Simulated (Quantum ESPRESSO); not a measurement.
# Ir (Fm-3m) in Quantum ESPRESSO: a series of runs, part 3 of 4

Quantum ESPRESSO 7.5.

## 4. Phonons, PBE, target pressure 20 GPa, at which the enthalpy is minimised

Input file pw.in:

```
&CONTROL
  calculation = 'scf'
  prefix = 'pwscf'
  outdir = './tmp'
  pseudo_dir = './pseudo'
  tprnfor = .true.
  tstress = .true.
  disk_io = 'low'
/
&SYSTEM
  ibrav = 0
  A = 2.7090675
  nat = 1
  ntyp = 1
  ecutwfc = 68
  nbnd = 15
  occupations = 'smearing'
  smearing = 'mv'
  degauss = 0.01469973
/
&ELECTRONS
  conv_thr = 2d-10
  electron_maxstep = 120
  mixing_beta = 0.5
/
ATOMIC_SPECIES
Ir   192.2170 Ir.upf
CELL_PARAMETERS alat
   0.0000000000    0.7071067812    0.7071067812
   0.7071067812    0.0000000000    0.7071067812
   0.7071067812    0.7071067812    0.0000000000
ATOMIC_POSITIONS alat
Ir     0.0000000000    0.0000000000    0.0000000000
K_POINTS automatic
12 12 12 0 0 0
```

Input file relax.in:

```
&CONTROL
  calculation = 'vc-relax'
  prefix = 'pwscf'
  outdir = './tmp'
  pseudo_dir = './pseudo'
  tprnfor = .true.
  tstress = .true.
  disk_io = 'low'
  nstep = 40
  forc_conv_thr = 0.0001
  etot_conv_thr = 1d-06
/
&SYSTEM
  ibrav = 0
  A = 2.7090675
  nat = 1
  ntyp = 1
  ecutwfc = 68
  nbnd = 15
  occupations = 'smearing'
  smearing = 'mv'
  degauss = 0.01469973
/
&ELECTRONS
  conv_thr = 2d-10
  electron_maxstep = 120
  mixing_beta = 0.5
/
&IONS
  ion_dynamics = 'bfgs'
/
&CELL
  cell_dynamics = 'bfgs'
  press = 200
  press_conv_thr = 0.2
/
ATOMIC_SPECIES
Ir   192.2170 Ir.upf
CELL_PARAMETERS alat
   0.0000000000    0.7071067812    0.7071067812
   0.7071067812    0.0000000000    0.7071067812
   0.7071067812    0.7071067812    0.0000000000
ATOMIC_POSITIONS alat
Ir     0.0000000000    0.0000000000    0.0000000000
K_POINTS automatic
12 12 12 0 0 0
```

Input file scf2.in:

```
&CONTROL
  calculation = 'scf'
  prefix = 'pwscf'
  outdir = './tmp'
  pseudo_dir = './pseudo'
  tprnfor = .true.
  tstress = .true.
  disk_io = 'low'
/
&SYSTEM
  ibrav = 0
  A = 2.68867918
  nat = 1
  ntyp = 1
  ecutwfc = 68
  nbnd = 15
  occupations = 'smearing'
  smearing = 'mv'
  degauss = 0.01469973
/
&ELECTRONS
  conv_thr = 1d-13
  electron_maxstep = 120
  mixing_beta = 0.5
  startingpot = 'file'
  startingwfc = 'file'
/
ATOMIC_SPECIES
Ir   192.2170 Ir.upf
CELL_PARAMETERS alat
   0.0000000000    0.7071067805    0.7071067805
   0.7071067805    0.0000000000    0.7071067805
   0.7071067805    0.7071067805    0.0000000000
ATOMIC_POSITIONS alat
Ir     0.0000000000    0.0000000000    0.0000000000
K_POINTS automatic
12 12 12 0 0 0
```

Input file ph.in:

```
phonons of Ir
&INPUTPH
  prefix = 'pwscf'
  outdir = './tmp'
  tr2_ph = 1d-18
  fildyn = 'dyn'
  niter_ph = 90
  alpha_mix(1) = 0.4
/
0.1767766953 0.7071067812 0.1767766953
```

Potentials or basis: PseudoDojo 0.4.1 SR PBE standard.

Launch:

```sh
$ OMP_NUM_THREADS=1 mpirun -n 4 pw.x -nk 4 -in pw.in > pw.out
$ OMP_NUM_THREADS=1 mpirun -n 4 pw.x -nk 4 -in relax.in > relax.out
$ OMP_NUM_THREADS=1 mpirun -n 4 pw.x -nk 4 -in scf2.in > scf2.out
$ OMP_NUM_THREADS=1 mpirun -n 4 ph.x -nk 4 -in ph.in > ph.out
```

pw.out:

```text
This program is part of the open-source Quantum ESPRESSO suite
     for quantum simulation of materials; please cite
[... 6 lines left out ...]
     using ibrav=0 with symmetry is DISCOURAGED, use correct ibrav instead

     K-points division:     npool     =       4
     Subspace diagonalization in iterative solution of the eigenvalue problem:
     a serial algorithm will be used

     G-vector sticks info
     --------------------
     sticks:   dense  smooth     PW     G-vecs:    dense   smooth      PW
     Sum         499     499    163                 7239     7239    1363

     Using Slab Decomposition

     bravais-lattice index     =            0
     lattice parameter (alat)  =       5.1194  a.u.
     unit-cell volume          =      94.8727 (a.u.)^3
     number of atoms/cell      =            1
     number of atomic types    =            1
     number of electrons       =        17.00
     number of Kohn-Sham states=           15
     kinetic-energy cutoff     =      68.0000  Ry
     charge density cutoff     =     272.0000  Ry
     scf convergence threshold =      2.0E-10
     mixing beta               =       0.5000
     number of iterations used =            8  plain     mixing
     Exchange-correlation= PBE
                           (   1   4   3   4   0   0   0)

     celldm(1)=   5.119396  celldm(2)=   0.000000  celldm(3)=   0.000000
     celldm(4)=   0.000000  celldm(5)=   0.000000  celldm(6)=   0.000000

     crystal axes: (cart. coord. in units of alat)
               a(1) = (   0.000000   0.707107   0.707107 )
               a(2) = (   0.707107   0.000000   0.707107 )
               a(3) = (   0.707107   0.707107   0.000000 )

     reciprocal axes: (cart. coord. in units 2 pi/alat)
               b(1) = ( -0.707107  0.707107  0.707107 )
               b(2) = (  0.707107 -0.707107  0.707107 )
               b(3) = (  0.707107  0.707107 -0.707107 )

     PseudoPot. # 1 for Ir read from file:
     Ir.upf
     Pseudo is Norm-conserving + core correction, Zval = 17.0
     Generated using ONCVPSP code by D. R. Hamann
     Using radial grid of 1310 points,  8 beta functions with:
                l(1) =   0
                l(2) =   0
                l(3) =   1
                l(4) =   1
                l(5) =   2
                l(6) =   2
                l(7) =   3
                l(8) =   3

     atomic species   valence    mass     pseudopotential
     Ir               17.00   192.21700     Ir( 1.00)

     48 Sym. Ops., with inversion, found

   Cartesian axes

     site n.     atom                  positions (alat units)
         1        Ir     tau(   1) = (   0.0000000   0.0000000   0.0000000  )

     number of k points=    72  Marzari-Vanderbilt smearing, width (Ry)=  0.0147
                       cart. coord. in units 2pi/alat
        k(    1) = (   0.0000000   0.0000000   0.0000000), wk =   0.0011574
        k(    2) = (   0.0589256   0.0589256  -0.0589256), wk =   0.0092593
        k(    3) = (   0.1178511   0.1178511  -0.1178511), wk =   0.0092593
        k(    4) = (   0.1767767   0.1767767  -0.1767767), wk =   0.0092593
        k(    5) = (   0.2357023   0.2357023  -0.2357023), wk =   0.0092593
        k(    6) = (   0.2946278   0.2946278  -0.2946278), wk =   0.0092593
[... 64 lines left out ...]
        k(   71) = (  -0.7071068   0.2357023   0.0000000), wk =   0.0138889
        k(   72) = (  -0.7071068   0.3535534   0.0000000), wk =   0.0069444

     Dense  grid:     7239 G-vectors     FFT dimensions: (  27,  27,  27)

     Initial potential from superposition of free atoms

     starting charge      16.9998, renormalised to      17.0000
     Starting wfcs are   10 randomized atomic wfcs +    5 random wfcs

     Self-consistent Calculation

     iteration #  1     ecut=    68.00 Ry     beta= 0.50
     Davidson diagonalization with overlap
     ethr =  1.00E-02,  avg # of iterations =  4.4

     Threshold (ethr) on eigenvalues was too large:
     Diagonalizing with lowered threshold

     Davidson diagonalization with overlap
     ethr =  1.00E-04,  avg # of iterations =  3.1

     total energy              =    -230.31631551 Ry
     estimated scf accuracy    <       0.01715664 Ry

     iteration #  2     ecut=    68.00 Ry     beta= 0.50
     Davidson diagonalization with overlap
     ethr =  1.01E-04,  avg # of iterations =  2.1
[... 36 lines left out ...]
     total energy              =    -230.31959787 Ry
     estimated scf accuracy    <          9.3E-10 Ry

     iteration #  8     ecut=    68.00 Ry     beta= 0.50
     Davidson diagonalization with overlap
     ethr =  5.44E-12,  avg # of iterations =  2.2

     End of self-consistent calculation

          k = 0.0000 0.0000 0.0000 (   893 PWs)   bands (ev):

   -66.9344 -23.3279 -23.3279 -23.3279  14.9195  22.1910  22.1910  22.1910
    24.9089  24.9089  39.7088  45.2525  45.2525  45.2525  50.7956

          k = 0.0589 0.0589-0.0589 (   914 PWs)   bands (ev):

   -66.9299 -23.3839 -23.3356 -23.3356  15.2292  22.0283  22.3214  22.3214
    24.8257  24.8257  40.2415  43.9705  45.7716  45.7716  52.3686
[... 298 lines left out ...]
   -66.8462 -24.0083 -23.7076 -23.6070  18.8688  19.4833  23.7530  25.7238
    27.3327  31.4426  34.6630  38.0121  39.6495  48.7542  51.3299

          k =-0.0000-0.4714 0.5893 (   902 PWs)   bands (ev):

   -66.8462 -23.9454 -23.7995 -23.5819  19.2839  20.1396  22.8244  24.9844
    26.9954  32.7570  33.9807  37.4049  40.7932  47.8841  52.5439

          k =-0.7071 0.1179-0.0000 (   900 PWs)   bands (ev):

   -66.8447 -24.0556 -23.6573 -23.6277  18.4391  18.9888  25.2086  26.4241
    27.6181  30.3412  35.4797  37.4325  38.7179  48.5719  50.9132

          k =-0.2357-0.4714 0.7071 (   899 PWs)   bands (ev):

   -66.8615 -23.9293 -23.6593 -23.5116  19.7757  20.2837  21.4325  24.8461
    25.5957  29.0926  37.5671  40.0069  42.5894  48.4688  49.0805

          k =-0.1768-0.4125 0.6482 (   901 PWs)   bands (ev):
[... 26 lines left out ...]
   -66.8447 -23.9730 -23.7431 -23.6317  19.2345  19.8308  23.0081  25.0976
    27.6209  32.9353  34.5643  36.7078  39.3416  50.4574  51.5863

          k =-0.7071 0.3536 0.0000 (   892 PWs)   bands (ev):

   -66.8447 -23.8588 -23.8588 -23.6337  19.7866  21.1903  21.1903  24.2791
    27.6224  34.3035  35.1754  35.1754  39.4592  50.9238  50.9238

     the Fermi energy is    26.1394 ev

!    total energy              =    -230.31959787 Ry
     estimated scf accuracy    <          2.6E-11 Ry
     smearing contrib. (-TS)   =      -0.00008239 Ry
     internal energy E=F+TS    =    -230.31951549 Ry

     The total energy is F=E-TS. E is the sum of the following terms:
     one-electron contribution =     -32.52981273 Ry
     hartree contribution      =      28.97842247 Ry
     xc contribution           =     -43.75154878 Ry
     ewald contribution        =    -183.01657644 Ry

     convergence has been achieved in   8 iterations

     Forces acting on atoms (cartesian axes, Ry/au):

     atom    1 type  1   force =     0.00000000    0.00000000    0.00000000

     Total force =     0.000000     Total SCF correction =     0.000000

     Computing stress (Cartesian axis) and pressure

          total   stress  (Ry/bohr**3)                   (kbar)     P=      103.17
   0.00070132   0.00000000   0.00000000          103.17        0.00        0.00
   0.00000000   0.00070132   0.00000000            0.00      103.17        0.00
   0.00000000   0.00000000   0.00070132            0.00        0.00      103.17

=------------------------------------------------------------------------------=
   JOB DONE.
=------------------------------------------------------------------------------=
```

relax.out:

```text
This program is part of the open-source Quantum ESPRESSO suite
     for quantum simulation of materials; please cite
[... 6 lines left out ...]
     using ibrav=0 with symmetry is DISCOURAGED, use correct ibrav instead

     K-points division:     npool     =       4
[... 2586 lines left out ...]
   0.00135816  -0.00000000   0.00000000          199.79       -0.00        0.00
  -0.00000000   0.00135816  -0.00000000           -0.00      199.79       -0.00
   0.00000000  -0.00000000   0.00135816            0.00       -0.00      199.79

=------------------------------------------------------------------------------=
   JOB DONE.
=------------------------------------------------------------------------------=
```

scf2.out:

```text
This program is part of the open-source Quantum ESPRESSO suite
     for quantum simulation of materials; please cite
[... 6 lines left out ...]
     using ibrav=0 with symmetry is DISCOURAGED, use correct ibrav instead

     K-points division:     npool     =       4
[... 548 lines left out ...]
   0.00135809   0.00000000   0.00000000          199.78        0.00        0.00
   0.00000000   0.00135809   0.00000000            0.00      199.78        0.00
   0.00000000   0.00000000   0.00135809            0.00        0.00      199.78

=------------------------------------------------------------------------------=
   JOB DONE.
=------------------------------------------------------------------------------=
```

Wall time 10 min (4 MPI ranks of Arm Neoverse N1, shared host); peak memory 0.36 GiB.

Results:

```yaml
Free_energy: -3133.6281 eV
Relaxed_volume: 13.74 Å³/atom
Relaxed_cell: a = 2.689 Å, b = 2.689 Å, c = 2.689 Å, α = 60.00°, β = 60.00°, γ = 60.00°
Space_group_after_relaxing_to_0.05_Å: Fm-3m (No. 225)
Pressure_after_relaxing: 20.0 GPa
Band_gap_on_the_k_mesh: none (metal or under the smearing width)
Highest_phonon_frequency_at_the_q_point_run: 209 cm⁻¹
```

The path:
| step | energy change (eV) | largest force (eV/Å) | pressure (GPa) | volume (Å³) |
| --- | --- | --- | --- | --- |
| 1 | 0.0000 | 0.0000 | 10.32 | 14.06 |
| 2 | 0.0901 | 0.0000 | 33.00 | 13.38 |
| 3 | 0.0288 | 0.0000 | 19.81 | 13.75 |
| 4 | 0.0296 | 0.0000 | 20.00 | 13.74 |

Final structure:
```xyz
1
Lattice="0.0000 1.9012 1.9012 1.9012 0.0000 1.9012 1.9012 1.9012 0.0000" Properties=species:S:1:pos:R:3 pbc="T T T"
Ir    0.0000    0.0000    0.0000
```

Levels at points of the mesh, in eV from the Fermi level:
```tsv
k point	band 4	band 5	band 6	band 7	band 8	band 9	band 10	band 11	band 12	band 13
(0.00, 0.00, 0.00)	-49.52	-11.47	-4.10	-4.10	-4.10	-1.28	-1.28	13.49	19.16	19.16
(0.00, 0.00, -0.50)	-49.64	-8.45	-4.21	-4.21	-0.89	0.92	0.92	7.54	13.16	19.28
(0.00, -0.50, -0.50)	-49.84	-8.29	-7.70	0.89	1.53	1.53	1.63	10.89	11.56	11.56
```

Phonon frequencies in cm⁻¹ (negative: imaginary):
```csv
q point,frequencies
"(0.625, 0.250, 0.625)",186 206 209
```

Phonon modes at q = (0.625, 0.250, 0.625) in reciprocal lattice units:
```
mode  symmetry  cm⁻¹
   1       B_1   186
   2       A_1   206
   3       B_2   209
```

Caveat: the cell is more than 3 GPa from zero pressure, which shifts response properties; the q point doesn't lie on the k mesh, which can shift a metal's frequencies strongly unless the mesh is converged. Spin-orbit coupling is left out, which matters for the levels of Ir.

(Continued in part 4 of 4.)
